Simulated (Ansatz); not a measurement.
A plane-wave DFT run in Ansatz 0.2.0 (scalar-relativistic PAW potentials unless the input names others): input and command.

```yaml
crystal:
  lattice:
    - [-2.4263873541, 2.4263873541, 2.4263873541]
    - [2.4263873541, -2.4263873541, 2.4263873541]
    - [2.4263873541, 2.4263873541, -2.4263873541]
  atoms:
    - { symbol: C, position: [0.3294233186, -0.0004339542, 0.0006183361], spin: 0.2 }
    - { symbol: C, position: [0.6782336142, 0.6752158511, 0.673506994], spin: 0.2 }
    - { symbol: C, position: [0.0069815325, 0.3283266282, 0.0050274396], spin: 0.2 }
    - { symbol: C, position: [0.0002301094, -0.0093035238, 0.3248693493], spin: 0.2 }
    - { symbol: C, position: [-0.0022760727, 0.677144362, -0.002875405], spin: 0.2 }
    - { symbol: C, position: [0.3315261589, 0.3336682989, 0.3224188162], spin: 0.2 }
    - { symbol: C, position: [0.6730146983, -0.0003889356, 0.0018309635], spin: 0.2 }
    - { symbol: C, position: [-0.0171333593, -0.0042287267, 0.6746035063], spin: 0.2 }
basis:
  ecutwfc: 420
kpoints:
  mp_grid: { grid: [6, 6, 6] }
hamiltonian:
  xc: pbesol
scf:
  occupations: { method: tetrahedron }
output:
  forces: true
  eigenvalues: true
  stress: true
relax:
  adjacent_minimum: "off"
  f_tol: 0.01
  max_steps: 80
  cell: { stress_tol: 0.1 }
magnetization:
  spin_polarized: true
```

```bash
ansatz run input.yaml --threads 2 --pin off --max-ram 5120MiB --backend cpu --events-out ev --progress --plain --runs-dir out
```

Abridged log:
```
Warning: relax: with tetrahedron occupations the Hellmann–Feynman forces and the energy need not agree along the walk (scf.occupations.method in the input reference, under Limitations); prefer a smearing scheme for the relaxation and re-run the relaxed geometry with tetrahedron occupations for the final energies/DOS
Warning: output.forces, output.stress, relax.cell or npt_langevin: where a Kohn–Sham band that disperses or a degenerate level is filled in part under the method tetrahedron, the forces or the stress that this run publishes need not agree with its energy (scf.occupations.method in the input reference, under Limitations); prefer a smearing scheme for the forces or the stress
Pseudopotentials: kind: paw
Pseudopotential: C, paw, valence charge 4, recommended cutoff 420 eV (normal)
Functional definition: PBEsol
Crystal: 8 atoms, lattice volume = 57.140 Å³
Basis set: ecut = 420 eV, 1061 PW (Γ), exchange–correlation on 60×60×60 points (8 copies of the dense FFT grid, shifted against one another)
Bands: 25, of which v1, the nominal top of the filled ones, is band 16 counted from 1 (15 counted from 0)
Symmetry: 1 space group operations
Space group: P1 (ITA 1), of the structure as read, at distance tolerance 3.9e-5 Å
Magnetic group: BNS 1.1 (UNI 1), of the structure as read, at distance tolerance 3.9e-5 Å
k-points: 112 of 216 (time reversal used)
Initial density: superposition of atomic densities (chi_scale 0.1, normalization cell)
Starting moments: Σ|m| = 1.6 μB on 8 of 8 sites
Initial wavefunctions: pseudopotential atomic-orbital guess
Functional: x = pbesol(κ = 0.804, μ = 0.12345679), c = pbesol(β = 0.046)
SCF iter   1: F=—  HF=-1970.429641 eV  |F-HF|=—  |Δ(HF+E_count)|=         —  Δρ=7.14e-2 (↑5.64e-2 ↓7.14e-2) dr2=8.05e0  dr2_m=1.67e-1  M=0.000 μB ∫|m|=0.031 μB  β_m=0.30  ethr=3.10e-3  ⟨swp⟩=6.0  Hψ=25763  notcnv=0
SCF iter   2: F=—  HF=-1968.394076 eV  |F-HF|=—  |Δ(HF+E_count)|=    2.04e0  Δρ=4.39e-2 (↑3.43e-2 ↓4.39e-2) dr2=2.50e0  dr2_m=8.29e-2  M=0.000 μB ∫|m|=0.019 μB  β_m=0.30  ethr=3.10e-3  ⟨swp⟩=2.9  Hψ=12464  notcnv=0  defer=504
SCF iter   3: F=—  HF=-1967.674967 eV  |F-HF|=—  |Δ(HF+E_count)|=   7.19e-1  Δρ=1.35e-2 (↑1.23e-2 ↓1.35e-2) dr2=1.21e-1  dr2_m=4.04e-2  M=0.000 μB ∫|m|=0.013 μB  β_m=0.30  ethr=3.10e-3  ⟨swp⟩=3.0  Hψ=10737  notcnv=0  defer=504
SCF iter   4: F=—  HF=-1967.680482 eV  |F-HF|=—  |Δ(HF+E_count)|=   5.52e-3  Δρ=6.98e-3 (↑6.98e-3 ↓6.44e-3) dr2=5.66e-3  dr2_m=1.98e-2  M=0.000 μB ∫|m|=0.010 μB  β_m=0.30  ethr=3.79e-4  ⟨swp⟩=2.1  Hψ=10899  notcnv=0  defer=518
SCF iter   5: F=—  HF=-1967.690275 eV  |F-HF|=—  |Δ(HF+E_count)|=   9.79e-3  Δρ=4.78e-3 (↑4.78e-3 ↓4.27e-3) dr2=1.66e-3  dr2_m=9.76e-3  M=0.000 μB ∫|m|=0.007 μB  β_m=0.30  ethr=1.77e-5  ⟨swp⟩=2.1  Hψ=7181  notcnv=0  defer=518
SCF iter   6: F=—  HF=-1967.694671 eV  |F-HF|=—  |Δ(HF+E_count)|=   4.40e-3  Δρ=3.05e-3 (↑3.05e-3 ↓3.02e-3) dr2=1.28e-5  dr2_m=4.80e-3  M=0.000 μB ∫|m|=0.006 μB  β_m=0.30  ethr=5.17e-6  ⟨swp⟩=2.2  Hψ=8949  notcnv=0  defer=518
Mixer restart at iter 6: flushing history
spin-set hold released at iteration 6 (site moments contracting): the magnetisation degrees of freedom join the quasi-Newton model from the next iteration; the mixer history was flushed
SCF iter   7: F=—  HF=-1967.696587 eV  |F-HF|=—  |Δ(HF+E_count)|=   1.92e-3  Δρ=2.14e-3 (↑2.14e-3 ↓2.12e-3) dr2=5.57e-6  dr2_m=2.37e-3  M=0.000 μB ∫|m|=0.004 μB  β_m=0.65  ethr=4.00e-8  ⟨swp⟩=2.5  Hψ=10799  notcnv=0  defer=518
   ...
the starting moments were not kept: the SCF closed with an absolute magnetisation of 3.9e-6 μB, where they sum to 1.6 μB in size (8 sites). That is at most 0.1 of that sum. Measured as dr2_m measures the in/out step, that magnetisation stands 1.8e-12 eV from none, at or under the dr2_threshold of 3.2e-10 eV: it is no larger than a step whose dr2_m would equal this threshold.
SCF 4 converged in 8 iterations: F = -1967.913549 eV  dr2 = 1.13e-11
relax step   4: F+E_penalty+E_count = -1967.91354947 eV  Δ(F+E_penalty+E_count) = -1.260e-3 eV  max|allowed force component| = 1.700e-3 eV/Å  Δτ_max = 0.0040 Å  P = -0.026 GPa  Ω = 57.146 Å³  energy of the carried Pulay correction = -2.609e-5 eV  (8 SCF iters, accepted)
Initial wavefunctions: pseudopotential atomic-orbital guess (no wavefunctions were taken with the density)
SCF iter   1: F=—  HF=-1967.913549 eV  |F-HF|=—  |Δ(HF+E_count)|=         —  Δρ=9.44e-7 (↑9.00e-7 ↓9.44e-7) dr2=1.07e-9  dr2_m=2.41e-11  M=0.000 μB ∫|m|=0.000 μB  β_m=0.30  ethr=8.02e-7  ⟨swp⟩=4.2  Hψ=42548  notcnv=0
SCF iter   2: F=—  HF=-1967.913549 eV  |F-HF|=—  |Δ(HF+E_count)|=   5.20e-7  Δρ=4.14e-7 (↑4.14e-7 ↓3.94e-7) dr2=2.66e-10  dr2_m=1.40e-11  M=0.000 μB ∫|m|=0.000 μB  β_m=0.25  ethr=1.00e-12  ⟨swp⟩=3.0  Hψ=33287  notcnv=0
SCF iter   3: F=-1967.913549 eV  HF=-1967.913549 eV  |F-HF|=4.64e-11  |Δ(HF+E_count)|=  4.68e-11  Δρ=3.02e-7 (↑3.02e-7 ↓2.86e-7) dr2=1.09e-10  dr2_m=1.07e-11  M=0.000 μB ∫|m|=0.000 μB  ethr=1.00e-12  ⟨swp⟩=2.5  Hψ=16281  notcnv=0
the starting moments were not kept: the SCF closed with an absolute magnetisation of 2.6e-6 μB, where they sum to 1.6 μB in size (8 sites). That is at most 0.1 of that sum. Measured as dr2_m measures the in/out step, that magnetisation stands 8.3e-13 eV from none, at or under the dr2_threshold of 3.2e-10 eV: it is no larger than a step whose dr2_m would equal this threshold.
SCF 5 converged in 3 iterations: F = -1967.913549 eV  dr2 = 1.09e-10
SCF converged after 3 iterations
Stability not checked: this state was not tested for a lower state beside it, because cold or Methfessel-Paxton smearing, or corrected tetrahedra, fill the levels in a way that the test cannot read (fill_not_monotonic; see scf.lower_state_search)
Magnetization: 0.0000 μB (16.0000 up, 16.0000 down)
Absolute magnetization: 0.0000 μB (∫|ρ↑−ρ↓|, with the PAW one-centre terms)
Spin contamination: 0.0000 ħ² per cell (⟨S²⟩ above its minimum at these occupations)
Per-site moments (μB) at R_I (Å): [(-1.54601853e-7, 0.60577061), (1.89143072e-8, 0.60576809), (7.31364299e-8, 0.60573783), (8.12381159e-8, 0.60576055), (1.17948207e-7, 0.60573783), (8.89419035e-8, 0.60576809), (-9.33172288e-8, 0.60577061), (1.18872019e-7, 0.60576055)]
Free energy (F): -1967.913549 eV
Harris-Foulkes:  -1967.913549 eV  (|F-HF|=4.64e-11)
Internal energy: -1967.913549 eV  (E = F + TS)
E sigma→0 (E₀):  -1967.913549 eV
Fermi energy:    9.493729 eV
--- Forces (eV/Å), atoms counted from 1 ---
  atom   1  C      0.00146768    -0.00033435    -0.00103900
  atom   2  C      0.00159670    -0.00038139     0.00014535
  atom   3  C     -0.00150908     0.00058868    -0.00170345
  atom   4  C     -0.00119164    -0.00025303     0.00074641
  atom   5  C     -0.00005307    -0.00041909     0.00089884
  atom   6  C     -0.00082631     0.00058791     0.00138210
  atom   7  C      0.00048690     0.00072224    -0.00118755
  atom   8  C      0.00002897    -0.00051099     0.00075737
--- Stress (GPa, compression-positive) ---
       -0.051597      -0.001724       0.006194
       -0.001724      -0.013390      -0.010172
        0.006194      -0.010172      -0.009365
  P = ⅓ Tr σ = -0.0248 GPa (-0.248 kbar)
--- Relaxed structure (4 steps of the walk, 4 accepted, 1 SCFs on fresh bases) ---
  F+E_penalty+E_count = -1967.91354947 eV   max|allowed force component| = 1.703e-3 eV/Å   (the final SCF, on the basis selected at the relaxed cell)
  cell:  # Å, volume = 57.1458 Å³
    - [-2.42666959, 2.42643220, 2.42642541]
    - [2.42661893, -2.42634879, 2.42629134]
    - [2.42668221, 2.42636141, -2.42634200]
  atoms:
    - { symbol: C, position: [0.32530370, 1.17294784e-5, 5.07059187e-6] }
    - { symbol: C, position: [0.67470348, 0.67470191, 0.67470956] }
    - { symbol: C, position: [1.03434983e-5, 0.32530087, -5.24271830e-6] }
    - { symbol: C, position: [-9.01218233e-6, -1.21458842e-5, 0.32528999] }
    - { symbol: C, position: [-9.67845708e-7, 0.67471392, 1.79793151e-5] }
    - { symbol: C, position: [0.32529038, 0.32528363, 0.32528898] }
    - { symbol: C, position: [0.67470250, -9.58937939e-6, -2.25928697e-5] }
    - { symbol: C, position: [-4.47404215e-7, 9.65530102e-6, 0.67471623] }
```

Apart from outputs and empty bands, the input differs from a reference run on usual settings in scf.occupations.width: 0.05 → not typed; scf.occupations.method: "gaussian" → "tetrahedron"; magnetization: not typed → {"spin_polarized": true} (small starting moments). The reference, at the same start, ended its own course with a relaxed volume of 7.14 Å³/atom, pressure -0.02 GPa, largest force 0.002 eV/Å, gap on the mesh 2.90 eV. This run converged in 44 SCF iterations over all its steps (reference: 27) with an energy at zero smearing within 0.01 meV/atom of the reference's, a relaxed volume of 7.14 Å³/atom, pressure -0.02 GPa, largest force 0.002 eV/Å, gap on the mesh 2.90 eV.

It took 42 s on 2 threads of Intel(R) Xeon(R) 6975P-C (Granite Rapids) (shared host), peak memory 0.6 GiB.